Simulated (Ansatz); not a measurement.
# MgS (Niningerite) (Fm-3m) in Ansatz: reference runs

Aim: a first look at MgS (Niningerite) with PBE, on the cell as given and on a disturbed one.

All numbers are computed with Ansatz 0.2.0; they aren't measurements. Logs are shortened: lines on timing, memory, paths and dates and some standing lists are left out, and cuts for length are marked.

**1. Starting point**

The structure is cubic, space group Fm-3m (No. 225). Conventional cell: a = 5.203 Å, b = 5.203 Å, c = 5.203 Å, α = 90.00°, β = 90.00°, γ = 90.00°. Around S (site symmetry m-3m) lie 6 Mg at 2.60 Å. Mg (site symmetry m-3m) is surrounded by 6 S at 2.60 Å.

**2. Single point, PBE**

Input file input.yaml:

```yaml
crystal:
  lattice:
    - [0.0, 2.60165, 2.60165]
    - [2.60165, 0.0, 2.60165]
    - [2.60165, 2.60165, 0.0]
  atoms:
    - { symbol: S, position: [0.5, 0.5, 0.5] }
    - { symbol: Mg, position: [0.0, 0.0, 0.0] }
kpoints:
  mp_grid: { grid: [9, 9, 9] }
scf:
  occupations: { method: fermi_dirac, width: 0.05 }
hamiltonian:
  xc: pbe
  pseudopotentials: { kind: all_electron, lapw: { basis_error: 0.001 } }
output:
  forces: true
  stress: true
  eigenvalues: true
  populations: true
```

Potentials or basis: all-electron LAPW, scalar-relativistic.

On the command line:

```sh
ansatz run input.yaml --threads 1 --pin off --max-ram 3072MiB --backend cpu --events-out ev --progress --plain --runs-dir out
```

The log of the run:

```text
Warning: RAYON_NUM_THREADS=1 ignored (pool sized by the plan → 1); use --threads N
S: projections on atomic orbitals take those of the free atom 1s2 2s2 2p6 3s2 3p4, of charge +0.00 (hamiltonian.pseudopotentials.projection_atoms)
Mg: projections on atomic orbitals take those of the free atom 1s2 2s2 2p6 3s2, of charge +0.00 (hamiltonian.pseudopotentials.projection_atoms)
LAPW: plane waves up to 6.943 Å⁻¹, error target 1.0e-3 eV per atom; small_component_spin mean_spin; Mg in spheres of 1.317 Å, 10 of its electrons in bands, Dirac shells []; S in spheres of 1.285 Å, 14 of its electrons in bands, Dirac shells [] (how accurate: hamiltonian.pseudopotentials.lapw.basis_error, Limitations)
Engine: ansatz 0.2.0, x86_64-unknown-linux-gnu
Pseudopotentials: kind: all_electron
Pseudopotential: S, LAPW, valence charge 14, lapw/all_electron/scalar/gaussian/S, Koelling and Harmon's equation, gaussian nucleus
Pseudopotential: Mg, LAPW, valence charge 10, lapw/all_electron/scalar/gaussian/Mg, Koelling and Harmon's equation, gaussian nucleus
Functional definition: PBE
  parameter kappa = 0.804
  parameter beta = 0.06672455060314922
  exchange = pbe_x(kappa = kappa, mu = beta*pi^2/3)
  correlation = pbe_c(beta = beta)
Crystal: 2 atoms, lattice volume = 35.219 Å³
Basis set: ecut = 183.65439998528367 eV, 181 PW (Γ), exchange–correlation at level 2
Bands: 16, of which v1, the nominal top of the filled ones, is band 12 counted from 1 (11 counted from 0)
Symmetry: 48 space group operations
Space group: Fm-3m (ITA 225), of the structure as read, at distance tolerance 3.3e-5 Å
k-points: 35 of 729
Non-local potential: S, projectors of the file, none
Non-local potential: Mg, projectors of the file, none
Initial density: superposition of atomic densities (chi_scale 0.1, normalization cell, long waves kept (reshape's long-wave potential 0.00 eV rms))
Initial wavefunctions: plane waves of lowest kinetic energy (no species holds an atomic orbital)
Functional: x = pbe(κ = 0.804, μ = 0.2195149727645171), c = pbe(β = 0.06672455060314922)
iter 1 solved again at ethr=4.08e-3 eV; its pass at ethr=1.00e-1 eV (dr2=9.79e-1 eV) is discarded
SCF iter   1: F=—  HF=-16317.338805 eV  |F-HF|=—  |Δ(HF+E_count)|=         —  Δρ=4.01e-2  dr2=9.80e-1  ethr=4.08e-3  ⟨swp⟩=2.0  Hψ=3917  notcnv=0
preconditioner: auto → none  [insulator: Δε(μ)=3.860 eV  Ē_g=12.214 eV  σ=0.050 eV  W_gap=1.00  n_scr=14 (ndim 8)  ℏωp=17.7 eV  f_vac=0.000  D(μ)=0.00/eV (n_scr^D=0)  ε∞_Penn≈3.1]
iter 2 solved again at ethr=9.59e-5 eV; its pass at ethr=4.08e-3 eV (dr2=2.30e-2 eV) is discarded
SCF iter   2: F=—  HF=-16316.942462 eV  |F-HF|=—  |Δ(HF+E_count)|=   3.96e-1  Δρ=7.72e-3  dr2=2.30e-2  ethr=9.59e-5  ⟨swp⟩=2.0  Hψ=2926  notcnv=0
SCF iter   3: F=—  HF=-16316.940097 eV  |F-HF|=—  |Δ(HF+E_count)|=         —  Δρ=4.19e-3  dr2=8.06e-3  ethr=9.57e-5  ⟨swp⟩=2.0  Hψ=1677  notcnv=0
the basis was enlarged: its passes take 313.2 KiB over the memory plan, 1 of 1 planned eigensolver slots
SCF iter   4: F=—  HF=-16316.941970 eV  |F-HF|=—  |Δ(HF+E_count)|=   1.87e-3  Δρ=3.52e-4  dr2=3.45e-5  ethr=3.36e-5  ⟨swp⟩=2.0  Hψ=1599  notcnv=0
SCF iter   5: F=—  HF=-16316.942026 eV  |F-HF|=—  |Δ(HF+E_count)|=   5.60e-5  Δρ=5.64e-5  dr2=9.78e-7  ethr=1.44e-7  ⟨swp⟩=3.0  Hψ=1632  notcnv=0
SCF iter   6: F=—  HF=-16316.942027 eV  |F-HF|=—  |Δ(HF+E_count)|=   1.12e-6  Δρ=7.09e-6  dr2=2.02e-8  ethr=4.07e-9  ⟨swp⟩=3.0  Hψ=1621  notcnv=0
SCF iter   7: F=-16316.942027 eV  HF=-16316.942027 eV  |F-HF|=2.56e-10  |Δ(HF+E_count)|=   1.87e-8  Δρ=1.04e-6  dr2=2.37e-10  ethr=8.42e-11  ⟨swp⟩=2.9  Hψ=1603  notcnv=0
SCF 1 converged in 7 iterations: F = -16316.942027 eV  dr2 = 2.37e-10
SCF converged after 7 iterations
Free energy (F): -16316.942027 eV
Harris-Foulkes:  -16316.942027 eV  (|F-HF|=2.56e-10)
Internal energy: -16316.942027 eV  (E = F + TS)
E sigma→0 (E₀):  -16316.942027 eV
Fermi energy:    8.170626 eV
--- Per-component energies (eV) ---
  E_band       = -1571.953034
  E_kinetic    = 16371.946125
  E_xc         = -1147.732728
  E_electrostatic = -31541.155425  (all electrons and nuclei)
  E_smearing   = -0.000000  (= −TS)
  E_closure    = 0.000000  (closes the sum)
  E_atoms      = -16308.471871  (free atoms, spherical and without spin; not in F)
  Σ components = -16316.942027   (vs F -16316.942027, Δ=0.00e0)
  Basis errors (estimates in eV, not in F): energy 3.6e-4 per atom: plane waves 3.1e-4 (1.8e-4 summed), levels above the bands 5.2e-64, relativity 3.2e-8, radial functions 4.2e-5, core shells 2.5e-15; eigenvalues (radial functions only) 6.1e-6; not estimated: angular momenta, meshes, grids; target (lapw.basis_error) 1.0e-3; muffin-tin radii Mg 1.317 Å, S 1.285 Å
--- Forces (eV/Å), atoms counted from 1 ---
  atom   1  S      0.00000000    -0.00000000    -0.00000000
  atom   2  Mg     0.00000000    -0.00000000    -0.00000000
  max |Σ_I F_I| component: 4.45e-31 eV/Å
--- Stress (GPa, compression-positive) ---
        1.151548      -0.000000       0.000000
       -0.000000       1.151548       0.000000
        0.000000       0.000000       1.151548
  P = ⅓ Tr σ = 1.1515 GPa (11.515 kbar)
--- Band table (eV; the first three rows and the last of 35) ---
  k-point 0: bands = ["-197.0715", "-141.8358", "-141.8358", "-141.8358", "-68.0154", "-34.7684", "-34.7684", "-34.7684", "-5.9616", "6.7030", "6.7030", "6.7030", "10.4211", "14.6236", "14.6236", "14.6236"]
  k-point 1: bands = ["-197.0715", "-141.8358", "-141.8358", "-141.8358", "-68.0153", "-34.7691", "-34.7685", "-34.7685", "-5.8412", "5.8397", "6.6219", "6.6219", "11.1018", "14.3423", "14.8372", "14.8372"]
  k-point 2: bands = ["-197.0715", "-141.8358", "-141.8358", "-141.8358", "-68.0152", "-34.7711", "-34.7687", "-34.7687", "-5.5070", "4.2848", "6.4332", "6.4332", "11.6753", "14.6619", "14.6619", "14.6967"]
  k-point 34: bands = ["-197.0715", "-141.8358", "-141.8358", "-141.8358", "-68.0150", "-34.7729", "-34.7721", "-34.7707", "-4.2767", "3.1692", "3.7366", "4.5955", "11.8848", "14.0678", "14.3880", "15.8065"]
--- Löwdin populations: 2 sites ---
  site symbol       q [e]
     0      S     17.2887
     1     Mg     10.5551
  spilling = 0.005581 (of n_electrons = 28.000000)
```

populations.tsv:

```text
# site	symbol	l	j	q
# orbitals = lowdin
# n_electrons = 28.000000
# spilling = 0.005581
# projection_atom_S: 1s2 2s2 2p6 3s2 3p4
# projection_atom_Mg: 1s2 2s2 2p6 3s2
0	S	0_1S	-	1.999966
0	S	0_2S	-	1.997537
0	S	0_3S	-	1.858310
0	S	1_2P	-	5.999695
0	S	1_3P	-	5.433161
1	Mg	0_1S	-	1.999950
1	Mg	0_2S	-	1.994214
1	Mg	0_3S	-	0.561388
1	Mg	1_2P	-	5.999519
```

Run time: 6.9 s. Hardware: 1 thread of AMD EPYC 7R43 (Zen 3), shared host; peak memory 0.28 GiB.

What came out:

```
Free energy            : -16316.9420 eV
Pressure               : 1.2 GPa
Band gap on the k mesh : 2.92 eV, indirect (least direct gap 3.72 eV)
Loewdin charges        : S -1.29; Mg +1.44 e
```

Caveat: the atomic charges don't sum to the cell's charge; an odd mesh through Γ misses points on the zone boundary, where band edges often lie.

**3. Single point, PBE (atoms moved at random, drawn with an rms of 0.05 Å)**

Edit input.yaml of step 2 so:

```diff
@@ -6,4 +6,4 @@
   atoms:
-    - { symbol: S, position: [0.5, 0.5, 0.5] }
-    - { symbol: Mg, position: [0.0, 0.0, 0.0] }
+    - { symbol: S, position: [0.499231, 0.503653, 0.509622] }
+    - { symbol: Mg, position: [0.01475, -0.008204, -0.011666] }
 kpoints:
```

Potentials or basis: all-electron LAPW, scalar-relativistic.

On the command line:

```sh
ansatz run input.yaml --threads 1 --pin off --max-ram 3072MiB --backend cpu --events-out ev --progress --plain --runs-dir out
```

The log of the run:

```text
Warning: RAYON_NUM_THREADS=1 ignored (pool sized by the plan → 1); use --threads N
S: projections on atomic orbitals take those of the free atom 1s2 2s2 2p6 3s2 3p4, of charge +0.00 (hamiltonian.pseudopotentials.projection_atoms)
Mg: projections on atomic orbitals take those of the free atom 1s2 2s2 2p6 3s2, of charge +0.00 (hamiltonian.pseudopotentials.projection_atoms)
LAPW: plane waves up to 7.195 Å⁻¹, error target 1.0e-3 eV per atom; small_component_spin mean_spin; Mg in spheres of 1.283 Å, 10 of its electrons in bands, Dirac shells []; S in spheres of 1.233 Å, 14 of its electrons in bands, Dirac shells [] (how accurate: hamiltonian.pseudopotentials.lapw.basis_error, Limitations)
[... 9 set-up lines as earlier in the session ...]
Crystal: 2 atoms, lattice volume = 35.219 Å³
Basis set: ecut = 197.24274164077943 eV, 229 PW (Γ), exchange–correlation at level 2
Bands: 16, of which v1, the nominal top of the filled ones, is band 12 counted from 1 (11 counted from 0)
Symmetry: 1 space group operations
Space group: P1 (ITA 1), of the structure as read, at distance tolerance 3.3e-5 Å
k-points: 365 of 729 (time reversal used)
[... 5 set-up lines as earlier in the session ...]
iter 1 solved again at ethr=4.39e-3 eV; its pass at ethr=1.00e-1 eV (dr2=1.05e0 eV) is discarded
SCF iter   1: F=—  HF=-16317.330782 eV  |F-HF|=—  |Δ(HF+E_count)|=         —  Δρ=4.10e-2  dr2=1.05e0  ethr=4.39e-3  ⟨swp⟩=2.0  Hψ=40862  notcnv=0
preconditioner: auto → none  [insulator: Δε(μ)=3.865 eV  Ē_g=12.218 eV  σ=0.050 eV  W_gap=1.00  n_scr=14 (ndim 8)  ℏωp=17.7 eV  f_vac=0.000  D(μ)=0.00/eV (n_scr^D=0)  ε∞_Penn≈3.1]
iter 2 solved again at ethr=9.78e-5 eV; its pass at ethr=4.39e-3 eV (dr2=2.35e-2 eV) is discarded
SCF iter   2: F=—  HF=-16316.931279 eV  |F-HF|=—  |Δ(HF+E_count)|=   4.00e-1  Δρ=8.21e-3  dr2=2.34e-2  ethr=9.78e-5  ⟨swp⟩=2.0  Hψ=30658  notcnv=0
SCF iter   3: F=—  HF=-16316.928869 eV  |F-HF|=—  |Δ(HF+E_count)|=         —  Δρ=4.36e-3  dr2=8.15e-3  ethr=9.76e-5  ⟨swp⟩=2.0  Hψ=17500  notcnv=0
the basis was enlarged: its passes take 375.3 KiB over the memory plan, 1 of 1 planned eigensolver slots
SCF iter   4: F=—  HF=-16316.930780 eV  |F-HF|=—  |Δ(HF+E_count)|=   1.91e-3  Δρ=3.63e-4  dr2=3.35e-5  ethr=3.40e-5  ⟨swp⟩=2.0  Hψ=17158  notcnv=0
SCF iter   5: F=—  HF=-16316.930834 eV  |F-HF|=—  |Δ(HF+E_count)|=   5.40e-5  Δρ=7.11e-5  dr2=1.73e-6  ethr=1.39e-7  ⟨swp⟩=3.0  Hψ=17168  notcnv=0
SCF iter   6: F=—  HF=-16316.930835 eV  |F-HF|=—  |Δ(HF+E_count)|=   1.01e-6  Δρ=1.74e-5  dr2=1.35e-7  ethr=7.22e-9  ⟨swp⟩=3.0  Hψ=17160  notcnv=0
SCF iter   7: F=-16316.930835 eV  HF=-16316.930835 eV  |F-HF|=5.04e-10  |Δ(HF+E_count)|=   1.16e-8  Δρ=1.45e-6  dr2=7.36e-10  ethr=5.63e-10  ⟨swp⟩=3.0  Hψ=17155  notcnv=0
SCF 1 converged in 7 iterations: F = -16316.930835 eV  dr2 = 7.36e-10
SCF converged after 7 iterations
Free energy (F): -16316.930835 eV
Harris-Foulkes:  -16316.930835 eV  (|F-HF|=5.04e-10)
Internal energy: -16316.930835 eV  (E = F + TS)
E sigma→0 (E₀):  -16316.930835 eV
Fermi energy:    8.168645 eV
--- Per-component energies (eV) ---
  E_band       = -1571.902140
  E_kinetic    = 16372.106449
  E_xc         = -1147.759104
  E_electrostatic = -31541.278180  (all electrons and nuclei)
  E_smearing   = -0.000000  (= −TS)
  E_closure    = 0.000000  (closes the sum)
  E_atoms      = -16308.471871  (free atoms, spherical and without spin; not in F)
  Σ components = -16316.930835   (vs F -16316.930835, Δ=0.00e0)
  Basis errors (estimates in eV, not in F): energy 4.0e-4 per atom: plane waves 3.5e-4 (2.0e-4 summed), levels above the bands 3.4e-64, relativity 5.7e-8, radial functions 5.0e-5, core shells 4.1e-11; eigenvalues (radial functions only) 7.0e-6; not estimated: angular momenta, meshes, grids; target (lapw.basis_error) 1.0e-3; muffin-tin radii Mg 1.283 Å, S 1.233 Å
--- Forces (eV/Å), atoms counted from 1 ---
  atom   1  S     -0.25261570    -0.04121704     0.02613312
  atom   2  Mg     0.25260119     0.04121459    -0.02613156
  max |Σ_I F_I| component: 1.45e-5 eV/Å
--- Stress (GPa, compression-positive) ---
        2.016788      -0.019434       0.012311
       -0.019434       1.116613       0.002042
        0.012311       0.002042       1.099616
  P = ⅓ Tr σ = 1.4110 GPa (14.110 kbar)
--- Band table (eV; the first three rows and the last of 365) ---
  k-point 0: bands = ["-197.0690", "-141.8333", "-141.8333", "-141.8328", "-68.0090", "-34.7623", "-34.7620", "-34.7618", "-5.9643", "6.6885", "6.7012", "6.7021", "10.4180", "14.6188", "14.6189", "14.6318"]
  k-point 1: bands = ["-197.0690", "-141.8333", "-141.8333", "-141.8328", "-68.0089", "-34.7631", "-34.7621", "-34.7619", "-5.8439", "5.8371", "6.6105", "6.6203", "11.0985", "14.3380", "14.8315", "14.8408"]
  k-point 2: bands = ["-197.0690", "-141.8333", "-141.8333", "-141.8328", "-68.0089", "-34.7650", "-34.7623", "-34.7622", "-5.5101", "4.2839", "6.4225", "6.4320", "11.6744", "14.6346", "14.6591", "14.7204"]
  k-point 364: bands = ["-197.0690", "-141.8333", "-141.8333", "-141.8328", "-68.0087", "-34.7683", "-34.7636", "-34.7629", "-4.6035", "2.0334", "5.5122", "6.0100", "11.8288", "13.0897", "13.9432", "17.0399"]
--- Löwdin populations: 2 sites ---
  site symbol       q [e]
     0      S     17.2890
     1     Mg     10.5550
  spilling = 0.005572 (of n_electrons = 28.000000)
```

Wall time 95 s (1 thread of AMD EPYC 7R43 (Zen 3), shared host); peak memory 0.56 GiB.

What came out:

```yaml
Free_energy: -16316.9308 eV
Pressure: 1.4 GPa
Largest_force: 0.257 eV/Å
Band_gap_on_the_k_mesh: 2.92 eV, indirect (least direct gap 3.72 eV)
Loewdin_charges: S -1.29; Mg +1.45 e
```

Forces on the atoms (eV/Å):
```
S   -0.253 -0.041  0.026
Mg   0.253  0.041 -0.026
```

Caveat: the atomic charges don't sum to the cell's charge; an odd mesh through Γ misses points on the zone boundary, where band edges often lie.
